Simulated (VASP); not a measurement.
# I (C2/m) in VASP: settings compared, part 2 of 6

VASP 6.6.1. Earlier steps stand in the parts before.

## 7. Equation of state, r2SCAN, 46.15 Å³/atom

Contents of INCAR:

```
  ADDGRID = F
  ALGO = Normal
  EDIFF = 1E-6
  ENCUT = 280
  ISIF = 2
  ISMEAR = 0
  LASPH = T
  LCHARG = F
  LMIXTAU = T
  LREAL = F
  LWAVE = F
  METAGGA = R2SCAN
  NELM = 100
  PREC = Accurate
  SIGMA = 0.05
```

Contents of KPOINTS:

```
k-points
0
Gamma
  4 4 5
```

Contents of POSCAR:

```
I
1.0
    2.5634803581     -3.7433265802      0.0000000000
    2.5634803581      3.7433265802      0.0000000000
   -1.6369241465      0.0000000000      2.4046745558
I
1
Direct
    0.5000000000      0.5000000000      0.5000000000
```

On the command line:

```bash
> cat potpaw_PBE.64/I/POTCAR > POTCAR
> mpirun -np 1 vasp_std > vasp.out
```

It took 20 s on 1 thread of Intel Xeon Platinum 8375C at 2.90GHz (Ice Lake), shared host; peak memory 0.13 GiB.

The run converged, but some of its settings lie outside the range that counts as converged, so its numbers aren't taken as properties of the crystal.

Results:

| Quantity | Value |
| --- | --- |
| Free energy | -24.0836 eV |
| Pressure | 1.4 GPa |
| Band gap on the k mesh | none (metal or under the smearing width) |

Caveat: the k mesh is coarse (spacing up to 0.52 Å⁻¹), so the values aren't converged; the PAW data sets were made with another functional, which shifts forces and pressure a little; an odd number of electrons without spin polarisation forces a metal; a magnetic or distorted state may lie lower.

## 8. Equation of state, r2SCAN, 43.46 Å³/atom

INCAR: that of step 7 with these lines changed.

```diff
@@ -3,3 +3,3 @@
   EDIFF = 1E-6
-  ENCUT = 280
+  ENCUT = 220
   ISIF = 2
```

Contents of KPOINTS:

```
k-points
0
Gamma
  5 5 7
```

Contents of POSCAR:

```
I
1.0
    2.5127049617     -3.6691817206      0.0000000000
    2.5127049617      3.6691817206      0.0000000000
   -1.6045012444      0.0000000000      2.3570446594
I
1
Direct
    0.5000000000      0.5000000000      0.5000000000
```

On the command line:

```bash
> cat potpaw_PBE.64/I/POTCAR > POTCAR
> mpirun -np 1 vasp_std > vasp.out
```

Run time: 16 s. Hardware: 1 thread of Intel Xeon Platinum 8375C at 2.90GHz (Ice Lake), shared host; peak memory 0.12 GiB.

The run converged, but some of its settings lie outside the range that counts as converged, so its numbers aren't taken as properties of the crystal.

What came out:

```yaml
Free_energy: -24.5170 eV
Pressure: 1.1 GPa
Band_gap_on_the_k_mesh: none (metal or under the smearing width)
```

Caveat: the k mesh is coarse (spacing up to 0.38 Å⁻¹), so the values aren't converged; the PAW data sets were made with another functional, which shifts forces and pressure a little; an odd number of electrons without spin polarisation forces a metal; a magnetic or distorted state may lie lower.

## 9. Equation of state, r2SCAN, 46.15 Å³/atom

INCAR is that of step 8.

KPOINTS is that of step 8.

Contents of POSCAR:

```
I
1.0
    2.5634803581     -3.7433265802      0.0000000000
    2.5634803581      3.7433265802      0.0000000000
   -1.6369241465      0.0000000000      2.4046745558
I
1
Direct
    0.5000000000      0.5000000000      0.5000000000
```

Potentials or basis: VASP PAW PBE potentials, release 64 (I).

On the command line:

```bash
> cat potpaw_PBE.64/I/POTCAR > POTCAR
> mpirun -np 1 vasp_std > vasp.out
```

Wall time 19 s (1 thread of Intel Xeon Platinum 8375C at 2.90GHz (Ice Lake), shared host); peak memory 0.12 GiB.

These settings aren't checked as converged: the numbers below hold their error.

What came out:

* Free energy: -24.5232 eV
* Pressure: -0.4 GPa
* Band gap on the k mesh: none (metal or under the smearing width)

Caveat: the k mesh is coarse (spacing up to 0.37 Å⁻¹), so the values aren't converged; the PAW data sets were made with another functional, which shifts forces and pressure a little; an odd number of electrons without spin polarisation forces a metal; a magnetic or distorted state may lie lower.

## 10. Equation of state, r2SCAN, 43.46 Å³/atom

INCAR: that of step 9 with these lines changed.

```diff
@@ -3,3 +3,3 @@
   EDIFF = 1E-6
-  ENCUT = 220
+  ENCUT = 400
   ISIF = 2
```

Contents of KPOINTS:

```
k-points
0
Gamma
  4 4 5
```

Contents of POSCAR:

```
I
1.0
    2.5127049617     -3.6691817206      0.0000000000
    2.5127049617      3.6691817206      0.0000000000
   -1.6045012444      0.0000000000      2.3570446594
I
1
Direct
    0.5000000000      0.5000000000      0.5000000000
```

On the command line:

```bash
> cat potpaw_PBE.64/I/POTCAR > POTCAR
> mpirun -np 1 vasp_std > vasp.out
```

It took 27 s on 1 thread of Intel Xeon Platinum 8375C at 2.90GHz (Ice Lake), shared host; peak memory 0.15 GiB.

The run converged, but some of its settings lie outside the range that counts as converged, so its numbers aren't taken as properties of the crystal.

What came out:

| Quantity | Value |
| --- | --- |
| Free energy | -24.0527 eV |
| Pressure | 2.7 GPa |
| Band gap on the k mesh | none (metal or under the smearing width) |

Caveat: the k mesh is coarse (spacing up to 0.53 Å⁻¹), so the values aren't converged; the PAW data sets were made with another functional, which shifts forces and pressure a little; an odd number of electrons without spin polarisation forces a metal; a magnetic or distorted state may lie lower.

## 11. Equation of state, r2SCAN, 46.15 Å³/atom

INCAR is that of step 10.

KPOINTS is that of step 10.

Contents of POSCAR:

```
I
1.0
    2.5634803581     -3.7433265802      0.0000000000
    2.5634803581      3.7433265802      0.0000000000
   -1.6369241465      0.0000000000      2.4046745558
I
1
Direct
    0.5000000000      0.5000000000      0.5000000000
```

On the command line:

```bash
> cat potpaw_PBE.64/I/POTCAR > POTCAR
> mpirun -np 1 vasp_std > vasp.out
```

It took 30 s on 1 thread of Intel Xeon Platinum 8375C at 2.90GHz (Ice Lake), shared host; peak memory 0.14 GiB.

The run converged, but some of its settings lie outside the range that counts as converged, so its numbers aren't taken as properties of the crystal.

What came out:

* Free energy: -24.0846 eV
* Pressure: 1.2 GPa
* Band gap on the k mesh: none (metal or under the smearing width)

Caveat: the k mesh is coarse (spacing up to 0.52 Å⁻¹), so the values aren't converged; the PAW data sets were made with another functional, which shifts forces and pressure a little; an odd number of electrons without spin polarisation forces a metal; a magnetic or distorted state may lie lower.

## 12. Equation of state, r2SCAN, 43.46 Å³/atom

INCAR: that of step 11 with these lines changed.

```diff
@@ -3,3 +3,3 @@
   EDIFF = 1E-6
-  ENCUT = 400
+  ENCUT = 220
   ISIF = 2
```

Contents of KPOINTS:

```
k-points
0
Gamma
  5 5 8
```

Contents of POSCAR:

```
I
1.0
    2.5127049617     -3.6691817206      0.0000000000
    2.5127049617      3.6691817206      0.0000000000
   -1.6045012444      0.0000000000      2.3570446594
I
1
Direct
    0.5000000000      0.5000000000      0.5000000000
```

Potentials or basis: VASP PAW PBE potentials, release 64 (I).

On the command line:

```bash
> cat potpaw_PBE.64/I/POTCAR > POTCAR
> mpirun -np 1 vasp_std > vasp.out
```

Wall time 16 s (1 thread of Intel Xeon Platinum 8375C at 2.90GHz (Ice Lake), shared host); peak memory 0.12 GiB.

These settings aren't checked as converged: the numbers below hold their error.

What came out:

```yaml
Free_energy: -24.4774 eV
Pressure: 1.9 GPa
Band_gap_on_the_k_mesh: none (metal or under the smearing width)
```

Caveat: the PAW data sets were made with another functional, which shifts forces and pressure a little; an odd number of electrons without spin polarisation forces a metal; a magnetic or distorted state may lie lower.

## 13. Equation of state, r2SCAN, 46.15 Å³/atom

INCAR is that of step 12.

KPOINTS is that of step 12.

Contents of POSCAR:

```
I
1.0
    2.5634803581     -3.7433265802      0.0000000000
    2.5634803581      3.7433265802      0.0000000000
   -1.6369241465      0.0000000000      2.4046745558
I
1
Direct
    0.5000000000      0.5000000000      0.5000000000
```

On the command line:

```bash
> cat potpaw_PBE.64/I/POTCAR > POTCAR
> mpirun -np 1 vasp_std > vasp.out
```

Run time: 19 s. Hardware: 1 thread of Intel Xeon Platinum 8375C at 2.90GHz (Ice Lake), shared host; peak memory 0.12 GiB.

The run converged, but some of its settings lie outside the range that counts as converged, so its numbers aren't taken as properties of the crystal.

What came out:

- Free energy: -24.4946 eV
- Pressure: 0.2 GPa
- Band gap on the k mesh: none (metal or under the smearing width)

Caveat: the PAW data sets were made with another functional, which shifts forces and pressure a little; an odd number of electrons without spin polarisation forces a metal; a magnetic or distorted state may lie lower.

## 14. Equation of state, r2SCAN, 43.46 Å³/atom

INCAR: that of step 13 with these lines changed.

```diff
@@ -3,3 +3,3 @@
   EDIFF = 1E-6
-  ENCUT = 220
+  ENCUT = 460
   ISIF = 2
```

Contents of KPOINTS:

```
k-points
0
Gamma
  4 4 5
```

Contents of POSCAR:

```
I
1.0
    2.5127049617     -3.6691817206      0.0000000000
    2.5127049617      3.6691817206      0.0000000000
   -1.6045012444      0.0000000000      2.3570446594
I
1
Direct
    0.5000000000      0.5000000000      0.5000000000
```

On the command line:

```bash
> cat potpaw_PBE.64/I/POTCAR > POTCAR
> mpirun -np 1 vasp_std > vasp.out
```

It took 21 s on 1 thread of Intel Xeon Platinum 8375C at 2.90GHz (Ice Lake), shared host; peak memory 0.15 GiB.

The run converged, but some of its settings lie outside the range that counts as converged, so its numbers aren't taken as properties of the crystal.

What came out:

```yaml
Free_energy: -24.0532 eV
Pressure: 2.7 GPa
Band_gap_on_the_k_mesh: none (metal or under the smearing width)
```

Caveat: the k mesh is coarse (spacing up to 0.53 Å⁻¹), so the values aren't converged; the PAW data sets were made with another functional, which shifts forces and pressure a little; an odd number of electrons without spin polarisation forces a metal; a magnetic or distorted state may lie lower.

## 15. Equation of state, r2SCAN, 46.15 Å³/atom

INCAR is that of step 14.

KPOINTS is that of step 14.

Contents of POSCAR:

```
I
1.0
    2.5634803581     -3.7433265802      0.0000000000
    2.5634803581      3.7433265802      0.0000000000
   -1.6369241465      0.0000000000      2.4046745558
I
1
Direct
    0.5000000000      0.5000000000      0.5000000000
```

Potentials or basis: VASP PAW PBE potentials, release 64 (I).

On the command line:

```bash
> cat potpaw_PBE.64/I/POTCAR > POTCAR
> mpirun -np 1 vasp_std > vasp.out
```

It took 25 s on 1 thread of Intel Xeon Platinum 8375C at 2.90GHz (Ice Lake), shared host; peak memory 0.15 GiB.

The run converged, but some of its settings lie outside the range that counts as converged, so its numbers aren't taken as properties of the crystal.

Results:

```yaml
Free_energy: -24.0851 eV
Pressure: 1.2 GPa
Band_gap_on_the_k_mesh: none (metal or under the smearing width)
```

Caveat: the k mesh is coarse (spacing up to 0.52 Å⁻¹), so the values aren't converged; the PAW data sets were made with another functional, which shifts forces and pressure a little; an odd number of electrons without spin polarisation forces a metal; a magnetic or distorted state may lie lower.

## 16. Equation of state, r2SCAN, 43.46 Å³/atom

INCAR: that of step 15 with these lines changed.

```diff
@@ -3,3 +3,3 @@
   EDIFF = 1E-6
-  ENCUT = 460
+  ENCUT = 280
   ISIF = 2
```

Contents of KPOINTS:

```
k-points
0
Gamma
  5 5 7
```

Contents of POSCAR:

```
I
1.0
    2.5127049617     -3.6691817206      0.0000000000
    2.5127049617      3.6691817206      0.0000000000
   -1.6045012444      0.0000000000      2.3570446594
I
1
Direct
    0.5000000000      0.5000000000      0.5000000000
```

On the command line:

```bash
> cat potpaw_PBE.64/I/POTCAR > POTCAR
> mpirun -np 1 vasp_std > vasp.out
```

Run time: 20 s. Hardware: 1 thread of Intel Xeon Platinum 8375C at 2.90GHz (Ice Lake), shared host; peak memory 0.12 GiB.

The run converged, but some of its settings lie outside the range that counts as converged, so its numbers aren't taken as properties of the crystal.

Results:

| Item | Value |
| --- | --- |
| Free energy | -24.5182 eV |
| Pressure | 1.1 GPa |
| Band gap on the k mesh | none (metal or under the smearing width) |

Caveat: the k mesh is coarse (spacing up to 0.38 Å⁻¹), so the values aren't converged; the PAW data sets were made with another functional, which shifts forces and pressure a little; an odd number of electrons without spin polarisation forces a metal; a magnetic or distorted state may lie lower.

## 17. Equation of state, r2SCAN, 46.15 Å³/atom

INCAR is that of step 16.

KPOINTS is that of step 16.

Contents of POSCAR:

```
I
1.0
    2.5634803581     -3.7433265802      0.0000000000
    2.5634803581      3.7433265802      0.0000000000
   -1.6369241465      0.0000000000      2.4046745558
I
1
Direct
    0.5000000000      0.5000000000      0.5000000000
```

On the command line:

```bash
> cat potpaw_PBE.64/I/POTCAR > POTCAR
> mpirun -np 1 vasp_std > vasp.out
```

It took 29 s on 1 thread of Intel Xeon Platinum 8375C at 2.90GHz (Ice Lake), shared host; peak memory 0.13 GiB.

These settings aren't checked as converged: the numbers below hold their error.

Results:

* Free energy: -24.5240 eV
* Pressure: -0.4 GPa
* Band gap on the k mesh: none (metal or under the smearing width)

Caveat: the k mesh is coarse (spacing up to 0.37 Å⁻¹), so the values aren't converged; the PAW data sets were made with another functional, which shifts forces and pressure a little; an odd number of electrons without spin polarisation forces a metal; a magnetic or distorted state may lie lower.

## 18. Equation of state, r2SCAN, 43.46 Å³/atom

INCAR is that of step 17.

Contents of KPOINTS:

```
k-points
0
Gamma
  5 5 8
```

Contents of POSCAR:

```
I
1.0
    2.5127049617     -3.6691817206      0.0000000000
    2.5127049617      3.6691817206      0.0000000000
   -1.6045012444      0.0000000000      2.3570446594
I
1
Direct
    0.5000000000      0.5000000000      0.5000000000
```

Potentials or basis: VASP PAW PBE potentials, release 64 (I).

On the command line:

```bash
> cat potpaw_PBE.64/I/POTCAR > POTCAR
> mpirun -np 1 vasp_std > vasp.out
```

Wall time 19 s (1 thread of Intel Xeon Platinum 8375C at 2.90GHz (Ice Lake), shared host); peak memory 0.13 GiB.

The run converged, but some of its settings lie outside the range that counts as converged, so its numbers aren't taken as properties of the crystal.

What came out:

```
Free energy            : -24.4784 eV
Pressure               : 1.8 GPa
Band gap on the k mesh : none (metal or under the smearing width)
```

Caveat: the PAW data sets were made with another functional, which shifts forces and pressure a little; an odd number of electrons without spin polarisation forces a metal; a magnetic or distorted state may lie lower.

## 19. Equation of state, r2SCAN, 46.15 Å³/atom

INCAR is that of step 18.

KPOINTS is that of step 18.

Contents of POSCAR:

```
I
1.0
    2.5634803581     -3.7433265802      0.0000000000
    2.5634803581      3.7433265802      0.0000000000
   -1.6369241465      0.0000000000      2.4046745558
I
1
Direct
    0.5000000000      0.5000000000      0.5000000000
```

On the command line:

```bash
> cat potpaw_PBE.64/I/POTCAR > POTCAR
> mpirun -np 1 vasp_std > vasp.out
```

Wall time 34 s (1 thread of Intel Xeon Platinum 8375C at 2.90GHz (Ice Lake), shared host); peak memory 0.13 GiB.

These settings aren't checked as converged: the numbers below hold their error.

Results:

```yaml
Free_energy: -24.4952 eV
Pressure: 0.2 GPa
Band_gap_on_the_k_mesh: none (metal or under the smearing width)
```

Caveat: the PAW data sets were made with another functional, which shifts forces and pressure a little; an odd number of electrons without spin polarisation forces a metal; a magnetic or distorted state may lie lower.

## 20. Equation of state, r2SCAN, 43.46 Å³/atom

INCAR: that of step 19 with these lines changed.

```diff
@@ -3,3 +3,3 @@
   EDIFF = 1E-6
-  ENCUT = 280
+  ENCUT = 520
   ISIF = 2
```

Contents of KPOINTS:

```
k-points
0
Gamma
  4 4 5
```

Contents of POSCAR:

```
I
1.0
    2.5127049617     -3.6691817206      0.0000000000
    2.5127049617      3.6691817206      0.0000000000
   -1.6045012444      0.0000000000      2.3570446594
I
1
Direct
    0.5000000000      0.5000000000      0.5000000000
```

On the command line:

```bash
> cat potpaw_PBE.64/I/POTCAR > POTCAR
> mpirun -np 1 vasp_std > vasp.out
```

It took 30 s on 1 thread of Intel Xeon Platinum 8375C at 2.90GHz (Ice Lake), shared host; peak memory 0.17 GiB.

These settings aren't checked as converged: the numbers below hold their error.

What came out:

```yaml
Free_energy: -24.0539 eV
Pressure: 2.7 GPa
Band_gap_on_the_k_mesh: none (metal or under the smearing width)
```

Caveat: the k mesh is coarse (spacing up to 0.53 Å⁻¹), so the values aren't converged; the PAW data sets were made with another functional, which shifts forces and pressure a little; an odd number of electrons without spin polarisation forces a metal; a magnetic or distorted state may lie lower.

## 21. Equation of state, r2SCAN, 46.15 Å³/atom

INCAR is that of step 20.

KPOINTS is that of step 20.

Contents of POSCAR:

```
I
1.0
    2.5634803581     -3.7433265802      0.0000000000
    2.5634803581      3.7433265802      0.0000000000
   -1.6369241465      0.0000000000      2.4046745558
I
1
Direct
    0.5000000000      0.5000000000      0.5000000000
```

Potentials or basis: VASP PAW PBE potentials, release 64 (I).

On the command line:

```bash
> cat potpaw_PBE.64/I/POTCAR > POTCAR
> mpirun -np 1 vasp_std > vasp.out
```

It took 35 s on 1 thread of Intel Xeon Platinum 8375C at 2.90GHz (Ice Lake), shared host; peak memory 0.17 GiB.

The run converged, but some of its settings lie outside the range that counts as converged, so its numbers aren't taken as properties of the crystal.

What came out:

| Quantity | Value |
| --- | --- |
| Free energy | -24.0858 eV |
| Pressure | 1.2 GPa |
| Band gap on the k mesh | none (metal or under the smearing width) |

Caveat: the k mesh is coarse (spacing up to 0.52 Å⁻¹), so the values aren't converged; the PAW data sets were made with another functional, which shifts forces and pressure a little; an odd number of electrons without spin polarisation forces a metal; a magnetic or distorted state may lie lower.

## 22. Equation of state, r2SCAN, 43.46 Å³/atom

INCAR: that of step 21 with these lines changed.

```diff
@@ -3,3 +3,3 @@
   EDIFF = 1E-6
-  ENCUT = 520
+  ENCUT = 650
   ISIF = 2
```

KPOINTS is that of step 21.

Contents of POSCAR:

```
I
1.0
    2.5127049617     -3.6691817206      0.0000000000
    2.5127049617      3.6691817206      0.0000000000
   -1.6045012444      0.0000000000      2.3570446594
I
1
Direct
    0.5000000000      0.5000000000      0.5000000000
```

On the command line:

```bash
> cat potpaw_PBE.64/I/POTCAR > POTCAR
> mpirun -np 1 vasp_std > vasp.out
```

Run time: 45 s. Hardware: 1 thread of Intel Xeon Platinum 8375C at 2.90GHz (Ice Lake), shared host; peak memory 0.19 GiB.

These settings aren't checked as converged: the numbers below hold their error.

Results:

```
Free energy            : -24.0553 eV
Pressure               : 2.7 GPa
Band gap on the k mesh : none (metal or under the smearing width)
```

Caveat: the k mesh is coarse (spacing up to 0.53 Å⁻¹), so the values aren't converged; the PAW data sets were made with another functional, which shifts forces and pressure a little; an odd number of electrons without spin polarisation forces a metal; a magnetic or distorted state may lie lower.

## 23. Equation of state, r2SCAN, 46.15 Å³/atom

INCAR is that of step 22.

KPOINTS is that of step 22.

Contents of POSCAR:

```
I
1.0
    2.5634803581     -3.7433265802      0.0000000000
    2.5634803581      3.7433265802      0.0000000000
   -1.6369241465      0.0000000000      2.4046745558
I
1
Direct
    0.5000000000      0.5000000000      0.5000000000
```

On the command line:

```bash
> cat potpaw_PBE.64/I/POTCAR > POTCAR
> mpirun -np 1 vasp_std > vasp.out
```

It took 43 s on 1 thread of Intel Xeon Platinum 8375C at 2.90GHz (Ice Lake), shared host; peak memory 0.2 GiB.

These settings aren't checked as converged: the numbers below hold their error.

What came out:

* Free energy: -24.0872 eV
* Pressure: 1.2 GPa
* Band gap on the k mesh: none (metal or under the smearing width)

Caveat: the k mesh is coarse (spacing up to 0.52 Å⁻¹), so the values aren't converged; the PAW data sets were made with another functional, which shifts forces and pressure a little; an odd number of electrons without spin polarisation forces a metal; a magnetic or distorted state may lie lower.

## 24. Equation of state, r2SCAN, 43.46 Å³/atom

INCAR: that of step 23 with these lines changed.

```diff
@@ -3,3 +3,3 @@
   EDIFF = 1E-6
-  ENCUT = 650
+  ENCUT = 400
   ISIF = 2
```

Contents of KPOINTS:

```
k-points
0
Gamma
  5 5 7
```

Contents of POSCAR:

```
I
1.0
    2.5127049617     -3.6691817206      0.0000000000
    2.5127049617      3.6691817206      0.0000000000
   -1.6045012444      0.0000000000      2.3570446594
I
1
Direct
    0.5000000000      0.5000000000      0.5000000000
```

Potentials or basis: VASP PAW PBE potentials, release 64 (I).

On the command line:

```bash
> cat potpaw_PBE.64/I/POTCAR > POTCAR
> mpirun -np 1 vasp_std > vasp.out
```

Wall time 50 s (1 thread of Intel Xeon Platinum 8375C at 2.90GHz (Ice Lake), shared host); peak memory 0.15 GiB.

The run converged, but some of its settings lie outside the range that counts as converged, so its numbers aren't taken as properties of the crystal.

What came out:

```yaml
Free_energy: -24.5193 eV
Pressure: 1.1 GPa
Band_gap_on_the_k_mesh: none (metal or under the smearing width)
```

Caveat: the k mesh is coarse (spacing up to 0.38 Å⁻¹), so the values aren't converged; the PAW data sets were made with another functional, which shifts forces and pressure a little; an odd number of electrons without spin polarisation forces a metal; a magnetic or distorted state may lie lower.

(Part 2 of 6 ends here.)
